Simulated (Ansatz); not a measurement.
TiCo3:

```
Co Ti
1.0
     3.57100    0.00000    0.00000
     0.00000    3.57100    0.00000
     0.00000    0.00000    3.57100
Co Ti
3 1
Direct
  0.50000 0.50000 0.00000
  0.50000 0.00000 0.50000
  0.00000 0.50000 0.50000
  0.00000 0.00000 0.00000
```

Base run:

```yaml
Program: Ansatz 0.2.0
Functional: PBEsol
Potentials_or_basis: Ansatz PAW
Cutoff: "420 eV (not typed: the program's choice for these potentials)"
k_mesh: 8 × 8 × 8
Occupations: fermi-dirac, width 0.05 eV
Spin: no spin polarisation
```

Its results: band gap on the k mesh none (metal or under the smearing width); pressure -8.4 GPa.

Task: The run is repeated on the same cell with these changes: spin from no spin polarisation to collinear spin, ferromagnetic start. What comes out?

Result: Band gap on the k mesh none (metal or under the smearing width); pressure -3.9 GPa; net moment 2.50 μB per cell; site moments Co +1.01; Ti -0.32 μB.

Caveats: the PAW data sets come from PBE, with cores solved anew for the run's functional, which leaves a small shift of forces and pressure; the starting moments weren't kept (some runs).
